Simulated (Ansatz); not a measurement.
A series in volume per atom on PbSe

Periodic Kohn-Sham DFT of a crystal at fixed atoms; pressure and stress are positive in compression; the energy is the free energy less that of spherical unpolarised free atoms; site moments are those in the method's own spheres, positive along +z. The results are calculated, by Ansatz 0.2.0.

Cell of the first row (space group Fm-3m, No. 225):
```
PbSe
1.0
      0.0000     2.9996     2.9996
      2.9996     0.0000     2.9996
      2.9996     2.9996     0.0000
Pb Se
1 1
Direct
  0.00000 0.00000 0.00000
  0.50000 0.50000 0.50000
```

Settings of every row: method frozen-core PAW; functional PBEsol; relativity scalar; k mesh 9x9x9; filling fermi-dirac; smearing width 0.01 eV; wave cutoff 420 eV; paw set soft_2.

Atom start moment: 0 on all atoms.

Limits: PAW files made with PBE; no spin-orbit coupling on heavy atoms.

Limits of some rows: small gap, it may come from the mesh (row 5).

```csv
row,volume per atom (Å³),pressure (GPa)
1,26.99,3.029
2,27.565,1.692
3,28.139,0.494
4,28.426,?
5,28.713,-0.581
6,29,-1.076
7,29.287,-1.545
8,29.862,-2.409
9,30.436,-3.184
```

Question: what pressure should row 4 give?

Worked fit of pressure. Take u = (V_r/V)^(2/3) − 1 with V_r = 28.857 Å³ an atom, which is twice the finite (Eulerian) strain; such expansions in the strain, on which the Birch-Murnaghan equation of state is built, carry the rest volume and the bulk modulus. The shown rows have u = 0.0456, 0.03101, 0.01694, 0.00334, -0.00329, -0.00981, -0.02256, -0.03489. Least squares give pressure = −0.8326 + 74.648 × u + 213.34 × u² + 149 × u³ GPa; a parabola predicts inner rows, each left out in turn, worse (root mean square 0.0024 against 0.00062 GPa). The rows lie off it by 0.000, 0.000, 0.000, 0.000, 0.000, 0.000, 0.001, 0.000. The pressure vanishes at u = 0.0108, or V = 28.4 Å³ an atom, and there the bulk modulus at fixed shape and fractions is B = −V dP/dV = (2/3)(1 + u) dP/du = 53.4 GPa. The withheld row has u = 0.01008, so the fit gives −0.8326 + 74.648 × (0.01008) + 213.34 × (0.01008)² + 149 × (0.01008)³ = -0.058 GPa.

The calculation gave -0.058 GPa. The fit meets it to the printed digit.
